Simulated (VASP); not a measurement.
# SiC in VASP: one cell, several levels of theory, part 2 of 2

The system is SiC (CsCl type), a generated structure that needn't be the ground state.

VASP 6.6.1, plane waves, PAW. Earlier steps stand in the parts before.

## Step 4: LDA

INCAR

```
ENCUT = 520.000000
SIGMA = 0.020000
EDIFF = 1.00e-07
GGA = CA
PREC = Accurate
IBRION = -1
ISIF = 2
ISMEAR = -1
NBANDS = 11
NELM = 120
NSW = 0
LASPH = .TRUE.
LCHARG = .FALSE.
LWAVE = .FALSE.
LREAL = .FALSE.
```

KPOINTS

```
KPOINTS created by Atomic Simulation Environment
0
Gamma
10 10 10
0 0 0
```

KPOINTS_OPT

```
special points
7
Reciprocal
0.0000000000 0.0000000000 0.0000000000 1
0.0000000000 0.5000000000 0.0000000000 1
0.5000000000 0.5000000000 0.0000000000 1
0.5000000000 0.5000000000 0.5000000000 1
0.1500000000 0.5000000000 0.0000000000 1
0.5000000000 0.5000000000 0.3500000000 1
0.3000000000 0.4000000000 -0.5000000000 1
```

POSCAR

```
Si C
 1.0000000000000000
     2.6201228653549338    0.0000000000000000   -0.0000000000000000
     0.0000000000000000    2.6201228653549338    0.0000000000000000
    -0.0000000000000000    0.0000000000000000    2.6201228653549338
 Si  C
   1   1
Cartesian
  0.0000000000000000 -0.0000000000000000 -0.0000000000000000
  1.3100614326774669  1.3100614326774669  1.3100614326774669
```

The run uses the recommended LDA PAW datasets (8 valence electrons a neutral cell).

Launch:

```bash
mpirun -np 1 vasp_std
```

Standard output, without the iteration lines:

```text
POSCAR found type information on POSCAR SiC
 POSCAR found :  2 types and       2 ions
 LDA part: xc-table for (Slater(with rela. corr.)+CA(PZ))
 , standard interpolation
 POSCAR, INCAR and KPOINTS ok, starting setup
 FFT: planning ... GRIDC
 FFT: planning ... GRID_SOFT
 FFT: planning ... GRID
 WAVECAR not read
 entering main loop
 Start KPOINTS_OPT (optional k-point list driver)
k-point batch [1-7\7]
```

OSZICAR:

```text
N       E                     dE             d eps       ncg     rms          rms(c)
DAV:   1     0.317675455349E+01    0.31768E+01   -0.38889E+03  1320   0.619E+02
DAV:   2    -0.125707413131E+02   -0.15747E+02   -0.14946E+02  1649   0.102E+02
DAV:   3    -0.130369170684E+02   -0.46618E+00   -0.45736E+00  1496   0.132E+01
DAV:   4    -0.130381005546E+02   -0.11835E-02   -0.11834E-02  1395   0.824E-01
DAV:   5    -0.130381032055E+02   -0.26510E-05   -0.26511E-05  1469   0.367E-02    0.546E+00
DAV:   6    -0.125029307698E+02    0.53517E+00   -0.24602E+00  1303   0.650E+00    0.243E+00
DAV:   7    -0.124966167003E+02    0.63141E-02   -0.64766E-02  1421   0.174E+00    0.124E+00
DAV:   8    -0.124912338845E+02    0.53828E-02   -0.80368E-03  1349   0.501E-01    0.142E-01
DAV:   9    -0.124910728137E+02    0.16107E-03   -0.60597E-04  1444   0.136E-01    0.539E-02
DAV:  10    -0.124911038061E+02   -0.30992E-04   -0.35763E-04  1406   0.844E-02    0.442E-02
DAV:  11    -0.124910544284E+02    0.49378E-04   -0.21175E-04  1351   0.631E-02    0.792E-03
DAV:  12    -0.124910532837E+02    0.11446E-05   -0.56023E-06  1412   0.169E-02    0.409E-03
DAV:  13    -0.124910530904E+02    0.19337E-06   -0.33314E-07  1328   0.333E-03    0.165E-03
DAV:  14    -0.124910530305E+02    0.59916E-07   -0.17284E-07   751   0.185E-03
   1 F= -.12491053E+02 E0= -.12489399E+02  d E =-.330766E-02
       N       E                     dE             ncg
DAV:   1     0.878383771549E+03   -0.20381E+04      162
DAV:   2     0.760906525655E+03   -0.11748E+03      198
DAV:   3     0.756685112324E+03   -0.42214E+01      194
DAV:   4     0.756674270754E+03   -0.10842E-01      172
DAV:   5     0.756674234449E+03   -0.36306E-04      180
DAV:   6     0.756674234273E+03   -0.17552E-06      164
DAV:   7     0.756674234272E+03   -0.13840E-08      154
```

OUTCAR, selected sections:

```text
k-points           NKPTS =     56   k-points in BZ     NKDIM =     56   number of bands    NBANDS=     11

   NELECT =       8.0000    total number of electrons

   dimension x,y,z NGX =    20 NGY =   20 NGZ =   20
   dimension x,y,z NGXF=    40 NGYF=   40 NGZF=   40

  energy-cutoff  :      520.00
  volume of cell :       17.99
      direct lattice vectors                 reciprocal lattice vectors
     2.620122865  0.000000000  0.000000000     0.381661491  0.000000000  0.000000000
     0.000000000  2.620122865  0.000000000     0.000000000  0.381661491  0.000000000
     0.000000000  0.000000000  2.620122865     0.000000000  0.000000000  0.381661491

 k-points in reciprocal lattice and weights: KPOINTS created by Atomic Simulation Env
   0.00000000  0.00000000  0.00000000       0.001
   0.10000000  0.00000000  0.00000000       0.006
   0.20000000  0.00000000  0.00000000       0.006
   0.30000000  0.00000000  0.00000000       0.006
   0.40000000  0.00000000  0.00000000       0.006
   0.50000000  0.00000000  0.00000000       0.003
   0.10000000  0.10000000  0.00000000       0.012
   0.20000000  0.10000000  0.00000000       0.024
[... 48 more k-points ...]

 E-fermi :  11.4413

 k-point     1 :       0.0000    0.0000    0.0000
  band No.  band energies     occupation
      1      -6.1632      2.00000
      2      10.3719      2.00000
      3      10.3719      2.00000
      4      10.3719      2.00000
      5      13.4054      0.00000
      6      16.4620      0.00000
      7      16.4620      0.00000
      8      24.3727      0.00000
      9      24.3727      0.00000
     10      24.3727      0.00000
     11      31.7683      0.00000

 k-point     2 :       0.1000    0.0000    0.0000
  band No.  band energies     occupation
      1      -5.9676      2.00000
      2       8.6973      2.00000
      3      10.5124      2.00000
      4      10.5124      2.00000
      5      13.9533      0.00000
      6      16.6581      0.00000
      7      17.7366      0.00000
      8      23.8811      0.00000
      9      23.8811      0.00000
     10      24.2641      0.00000
     11      31.4709      0.00000

 k-point     3 :       0.2000    0.0000    0.0000
  band No.  band energies     occupation
      1      -5.3836      2.00000
      2       5.9727      2.00000
      3      10.9151      2.00000
      4      10.9151      2.00000
      5      14.5697      0.00000
      6      17.2362      0.00000
      7      19.6123      0.00000
      8      22.5927      0.00000
      9      22.5927      0.00000
     10      24.7348      0.00000
     11      31.1197      0.00000

 k-point     4 :       0.3000    0.0000    0.0000
  band No.  band energies     occupation
      1      -4.4212      2.00000
      2       3.3194      2.00000
      3      11.5091      0.06538
      4      11.5091      0.06538
      5      15.2980      0.00000
      6      18.1505      0.00000
      7      19.6734      0.00000
      8      21.0031      0.00000
      9      21.0031      0.00000
     10      27.1807      0.00000
     11      28.0912      0.00000

 k-point     5 :       0.4000    0.0000    0.0000
  band No.  band energies     occupation
      1      -3.1173      2.00000
      2       0.9667      2.00000
      3      12.1167      0.00000
      4      12.1167      0.00000
      5      16.1789      0.00000
      6      18.7437      0.00000
      7      19.2356      0.00000
      8      19.6703      0.00000
      9      19.6703      0.00000
     10      25.7307      0.00000
     11      30.2930      0.00000

 k-point     6 :       0.5000    0.0000    0.0000
  band No.  band energies     occupation
      1      -1.9641      2.00000
      2      -0.5404      2.00000
      3      12.3987      0.00000
      4      12.3987      0.00000
      5      16.8440      0.00000
      6      18.0100      0.00000
      7      19.1282      0.00000
      8      19.1282      0.00000
      9      19.8577      0.00000
     10      24.6825      0.00000
     11      31.2743      0.00000

 k-point     7 :       0.1000    0.1000    0.0000
  band No.  band energies     occupation
      1      -5.7724      2.00000
      2       8.7865      2.00000
      3       8.9318      2.00000
      4      10.6521      2.00000
      5      14.5839      0.00000
      6      17.4240      0.00000
      7      18.2194      0.00000
      8      23.0226      0.00000
      9      23.5450      0.00000
     10      24.6424      0.00000
     11      30.3893      0.00000

[... the tables of k-points 8 to 56 left out ...]

  Total       -0.2851784     -0.2851784     -0.2851784      0.0000000     -0.0000000      0.0000000
  in kB      -25.4016664    -25.4016664    -25.4016664      0.0000000     -0.0000000      0.0000000
  external PRESSURE =     -25.4016664 kB  Pullay stress =       0.0000000 kB

 POSITION                                       TOTAL-FORCE (eV/Angst)
 -----------------------------------------------------------------------------------
      0.00000      0.00000      0.00000         0.000000      0.000000      0.000000
      1.31006      1.31006      1.31006         0.000000      0.000000      0.000000
 -----------------------------------------------------------------------------------
    total drift:                                0.000000      0.000000      0.000000

  FREE ENERGIE OF THE ION-ELECTRON SYSTEM (eV)
  ---------------------------------------------------
  free  energy   TOTEN  =       -12.4910530305 eV

  energy  without entropy=      -12.4877453668  energy(sigma->0) =      -12.48939920
```

Hardware: 1 MPI rank of Intel Xeon 6975P-C, shared host.

The levels at the points of KPOINTS_OPT are read from vasprun.xml.

Band energies at the special points (eV, zero at the top of v, the last band that the electrons fill by count):

```tsv
point	v−1	v	c	c+1
Γ	-2.29	-2.29	0.74	3.80
X	-0.27	-0.27	4.18	5.35
M	-9.24	-6.66	1.29	7.71
R	-5.65	-5.65	-2.74	-2.74
```

With LDA the last filled band overlaps the next by 3.87 eV, so there is no gap. Pressure: -2.54 GPa; the forces vanish within 0.01 eV/Å.

## Step 5: PBEsol at this geometry

INCAR: that of step 4 with these lines changed.

```diff
@@ -3,3 +3,3 @@
 EDIFF = 1.00e-07
-GGA = CA
+GGA = PS
 PREC = Accurate
@@ -12,3 +12,4 @@
 LASPH = .TRUE.
-LCHARG = .FALSE.
+LCHARG = .TRUE.
+LELF = .TRUE.
 LWAVE = .FALSE.
```

KPOINTS is that of step 4.

KPOINTS_OPT is that of step 4.

POSCAR is that of step 4.

The run uses the recommended PBE PAW datasets (8 valence electrons a neutral cell).

Launch:

```bash
mpirun -np 1 vasp_std
```

Printed to the terminal (iteration lines stand in OSZICAR):

```text
POSCAR found type information on POSCAR SiC
 POSCAR found :  2 types and       2 ions
 -----------------------------------------------------------------------------
|                                                                             |
|                                                                             |
|     You enforced a specific xc type in the INCAR file but a different       |
|     I HOPE YOU KNOW WHAT YOU ARE DOING!                                     |
|                                                                             |
 -----------------------------------------------------------------------------

 LDA part: xc-table for (Slater+PW92), standard interpolation
 POSCAR, INCAR and KPOINTS ok, starting setup
 FFT: planning ... GRIDC
 FFT: planning ... GRID_SOFT
 FFT: planning ... GRID
 WAVECAR not read
 entering main loop
 Start KPOINTS_OPT (optional k-point list driver)
k-point batch [1-7\7]
```

OSZICAR:

```text
N       E                     dE             d eps       ncg     rms          rms(c)
DAV:   1     0.390775905048E+01    0.39078E+01   -0.39025E+03  1312   0.620E+02
DAV:   2    -0.119189880998E+02   -0.15827E+02   -0.15020E+02  1641   0.103E+02
DAV:   3    -0.123755574578E+02   -0.45657E+00   -0.44940E+00  1493   0.131E+01
DAV:   4    -0.123766116681E+02   -0.10542E-02   -0.10541E-02  1383   0.766E-01
DAV:   5    -0.123766137397E+02   -0.20716E-05   -0.20711E-05  1477   0.326E-02    0.518E+00
DAV:   6    -0.119379663000E+02    0.43865E+00   -0.17867E+00  1300   0.555E+00    0.243E+00
DAV:   7    -0.119309349545E+02    0.70313E-02   -0.44237E-02  1458   0.146E+00    0.119E+00
DAV:   8    -0.119254878794E+02    0.54471E-02   -0.54739E-03  1337   0.462E-01    0.112E-01
DAV:   9    -0.119253630719E+02    0.12481E-03   -0.29977E-04  1597   0.884E-02    0.620E-02
DAV:  10    -0.119253716447E+02   -0.85729E-05   -0.11035E-04  1394   0.478E-02    0.234E-02
DAV:  11    -0.119253560490E+02    0.15596E-04   -0.54141E-05  1380   0.314E-02    0.197E-03
DAV:  12    -0.119253559728E+02    0.76159E-07   -0.13590E-06  1469   0.835E-03    0.178E-03
DAV:  13    -0.119253558987E+02    0.74123E-07   -0.23915E-08   793   0.134E-03
   1 F= -.11925356E+02 E0= -.11923966E+02  d E =-.277955E-02
       N       E                     dE             ncg
DAV:   1     0.880801497344E+03   -0.20356E+04      154
DAV:   2     0.756550406859E+03   -0.12425E+03      206
DAV:   3     0.751920336094E+03   -0.46301E+01      191
DAV:   4     0.751908484448E+03   -0.11852E-01      172
DAV:   5     0.751908443598E+03   -0.40849E-04      180
DAV:   6     0.751908443351E+03   -0.24722E-06      156
DAV:   7     0.751908443349E+03   -0.18634E-08      157
```

From OUTCAR:

```text
k-points           NKPTS =     56   k-points in BZ     NKDIM =     56   number of bands    NBANDS=     11

   NELECT =       8.0000    total number of electrons

   dimension x,y,z NGX =    20 NGY =   20 NGZ =   20
   dimension x,y,z NGXF=    40 NGYF=   40 NGZF=   40

  energy-cutoff  :      520.00
  volume of cell :       17.99
      direct lattice vectors                 reciprocal lattice vectors
     2.620122865  0.000000000  0.000000000     0.381661491  0.000000000  0.000000000
     0.000000000  2.620122865  0.000000000     0.000000000  0.381661491  0.000000000
     0.000000000  0.000000000  2.620122865     0.000000000  0.000000000  0.381661491

 k-points in reciprocal lattice and weights: KPOINTS created by Atomic Simulation Env
   0.00000000  0.00000000  0.00000000       0.001
   0.10000000  0.00000000  0.00000000       0.006
   0.20000000  0.00000000  0.00000000       0.006
   0.30000000  0.00000000  0.00000000       0.006
   0.40000000  0.00000000  0.00000000       0.006
   0.50000000  0.00000000  0.00000000       0.003
   0.10000000  0.10000000  0.00000000       0.012
   0.20000000  0.10000000  0.00000000       0.024
[... 48 more k-points ...]

 E-fermi :  11.4095

 k-point     1 :       0.0000    0.0000    0.0000
  band No.  band energies     occupation
      1      -6.3120      2.00000
      2      10.3470      2.00000
      3      10.3470      2.00000
      4      10.3470      2.00000
      5      13.3442      0.00000
      6      16.3488      0.00000
      7      16.3488      0.00000
      8      24.5442      0.00000
      9      24.5442      0.00000
     10      24.5442      0.00000
     11      31.8479      0.00000

 k-point     2 :       0.1000    0.0000    0.0000
  band No.  band energies     occupation
      1      -6.1160      2.00000
      2       8.6406      2.00000
      3      10.4883      2.00000
      4      10.4883      2.00000
      5      13.9019      0.00000
      6      16.5460      0.00000
      7      17.6618      0.00000
      8      24.0355      0.00000
      9      24.0355      0.00000
     10      24.4115      0.00000
     11      31.5401      0.00000

 k-point     3 :       0.2000    0.0000    0.0000
  band No.  band energies     occupation
      1      -5.5310      2.00000
      2       5.8908      2.00000
      3      10.8937      2.00000
      4      10.8937      2.00000
      5      14.5198      0.00000
      6      17.1278      0.00000
      7      19.6279      0.00000
      8      22.7083      0.00000
      9      22.7083      0.00000
     10      24.8046      0.00000
     11      30.9824      0.00000

 k-point     4 :       0.3000    0.0000    0.0000
  band No.  band energies     occupation
      1      -4.5676      2.00000
      2       3.2230      2.00000
      3      11.4916      0.03246
      4      11.4916      0.03246
      5      15.2526      0.00000
      6      18.0501      0.00000
      7      19.7443      0.00000
      8      21.0823      0.00000
      9      21.0823      0.00000
     10      27.2104      0.00000
     11      27.9403      0.00000

 k-point     5 :       0.4000    0.0000    0.0000
  band No.  band energies     occupation
      1      -3.2660      2.00000
      2       0.8654      2.00000
      3      12.1036      0.00000
      4      12.1036      0.00000
      5      16.1331      0.00000
      6      18.8186      0.00000
      7      19.1508      0.00000
      8      19.7260      0.00000
      9      19.7260      0.00000
     10      25.5612      0.00000
     11      30.3617      0.00000

 k-point     6 :       0.5000    0.0000    0.0000
  band No.  band energies     occupation
      1      -2.1354      2.00000
      2      -0.6213      2.00000
      3      12.3877      0.00000
      4      12.3877      0.00000
      5      16.7707      0.00000
      6      18.1104      0.00000
      7      19.1756      0.00000
      8      19.1756      0.00000
      9      19.7890      0.00000
     10      24.4961      0.00000
     11      31.3808      0.00000

 k-point     7 :       0.1000    0.1000    0.0000
  band No.  band energies     occupation
      1      -5.9205      2.00000
      2       8.7262      2.00000
      3       8.8813      2.00000
      4      10.6290      2.00000
      5      14.5466      0.00000
      6      17.3440      0.00000
      7      18.1506      0.00000
      8      23.1330      0.00000
      9      23.6914      0.00000
     10      24.7925      0.00000
     11      30.4216      0.00000

[... the tables of k-points 8 to 56 left out ...]

  Total        0.0551669      0.0551669      0.0551669      0.0000000      0.0000000      0.0000000
  in kB        4.9138789      4.9138789      4.9138789      0.0000000      0.0000000      0.0000000
  external PRESSURE =       4.9138789 kB  Pullay stress =       0.0000000 kB

 POSITION                                       TOTAL-FORCE (eV/Angst)
 -----------------------------------------------------------------------------------
      0.00000      0.00000      0.00000         0.000000      0.000000      0.000000
      1.31006      1.31006      1.31006         0.000000      0.000000      0.000000
 -----------------------------------------------------------------------------------
    total drift:                                0.000000      0.000000      0.000000

  FREE ENERGIE OF THE ION-ELECTRON SYSTEM (eV)
  ---------------------------------------------------
  free  energy   TOTEN  =       -11.9253558987 eV

  energy  without entropy=      -11.9225763465  energy(sigma->0) =      -11.92396612
```

Hardware: 1 MPI rank of Intel Xeon 6975P-C, shared host.

The levels at the points of KPOINTS_OPT are read from vasprun.xml.

Levels at the named points, in eV from the top of band v (v: the last filled band by count, c: the next):

```tsv
point	v−1	v	c	c+1
Γ	-2.31	-2.31	0.69	3.69
X	-0.27	-0.27	4.11	5.45
M	-9.32	-6.67	1.31	7.79
R	-5.72	-5.72	-2.79	-2.79
```

With PBEsol the last filled band overlaps the next by 3.95 eV, so there is no gap. The pressure is 0.49 GPa; the forces vanish within 0.01 eV/Å.

Density in a lattice plane of the grid's cell (edges 2.62 and 2.62 Å, at 0.500 of the third edge), which holds C.

Values in e/Å³, 12 rows by 12 columns:
```
0.29 0.29 0.29 0.29 0.30 0.30 0.30 0.30 0.30 0.29 0.29 0.29
0.28 0.29 0.32 0.38 0.44 0.50 0.52 0.50 0.44 0.38 0.32 0.29
0.27 0.29 0.38 0.52 0.71 0.88 0.95 0.88 0.71 0.52 0.38 0.29
0.25 0.30 0.44 0.71 1.06 1.34 1.42 1.34 1.06 0.71 0.44 0.30
0.24 0.30 0.50 0.88 1.34 1.52 1.44 1.52 1.34 0.88 0.50 0.30
0.24 0.30 0.52 0.95 1.42 1.44 1.18 1.44 1.42 0.95 0.52 0.30
0.24 0.30 0.50 0.88 1.34 1.52 1.44 1.52 1.34 0.88 0.50 0.30
0.25 0.30 0.44 0.71 1.06 1.34 1.42 1.34 1.06 0.71 0.44 0.30
0.27 0.29 0.38 0.52 0.71 0.88 0.95 0.88 0.71 0.52 0.38 0.29
0.28 0.29 0.32 0.38 0.44 0.50 0.52 0.50 0.44 0.38 0.32 0.29
0.29 0.29 0.29 0.29 0.30 0.30 0.30 0.30 0.30 0.29 0.29 0.29
0.30 0.29 0.28 0.27 0.25 0.24 0.24 0.24 0.25 0.27 0.28 0.29
```
Columns run along the first of these edges and rows up along the second, over one cell in 12 and 12 even steps from the bottom left corner. Atoms in the plane (fractional): C at (0.50, 0.50).

ELF in the same plane.

Values, 12 rows by 12 columns:
```
0.36 0.36 0.33 0.30 0.27 0.25 0.24 0.25 0.27 0.30 0.33 0.36
0.32 0.33 0.39 0.45 0.51 0.53 0.54 0.53 0.51 0.45 0.39 0.33
0.25 0.30 0.45 0.62 0.71 0.73 0.72 0.73 0.71 0.62 0.45 0.30
0.18 0.27 0.51 0.71 0.76 0.66 0.57 0.66 0.76 0.71 0.51 0.27
0.14 0.25 0.53 0.73 0.66 0.36 0.17 0.36 0.66 0.73 0.53 0.25
0.12 0.24 0.54 0.72 0.57 0.17 0.01 0.17 0.57 0.72 0.54 0.24
0.14 0.25 0.53 0.73 0.66 0.36 0.17 0.36 0.66 0.73 0.53 0.25
0.18 0.27 0.51 0.71 0.76 0.66 0.57 0.66 0.76 0.71 0.51 0.27
0.25 0.30 0.45 0.62 0.71 0.73 0.72 0.73 0.71 0.62 0.45 0.30
0.32 0.33 0.39 0.45 0.51 0.53 0.54 0.53 0.51 0.45 0.39 0.33
0.36 0.36 0.33 0.30 0.27 0.25 0.24 0.25 0.27 0.30 0.33 0.36
0.38 0.36 0.32 0.25 0.18 0.14 0.12 0.14 0.18 0.25 0.32 0.36
```
Columns run along the first of these edges and rows up along the second, over one cell in 12 and 12 even steps from the bottom left corner. Atoms in the plane (fractional): C at (0.50, 0.50).

Both are smooth fields of the valence electrons: close to the nuclei they are not physical.

The highest ELF values outside the cores: 0.80 in the shell around C, 0.6 Å from C.

## Step 6: What came out

The summary covers parts 1 to 2.

| level | gap (eV) | pressure (GPa) | Ansatz: gap (eV) | Ansatz: pressure (GPa) |
| --- | --- | --- | --- | --- |
| PBE | -3.94 | 4.65 | -3.94 | 4.53 |
| r2SCAN | -4.20 | -0.09 | -4.20 | -0.35 |
| LDA | -3.87 | -2.54 | -3.87 | -2.95 |
| PBEsol | -3.95 | 0.49 | -3.95 | 0.14 |

A negative gap is an overlap of bands.

No gap over 0.02 eV opens at any of these levels. At this one volume the pressure spans -2.5 GPa (LDA) to 4.7 GPa (PBE): PBE wants the largest cell and LDA the smallest. The two programs agree on the overlap of the bands within 0.01 eV, far less than the spread between functionals. Each program uses its own PAW datasets and cutoff. LDA means the Perdew–Zunger form in VASP and the Perdew–Wang form in Ansatz.
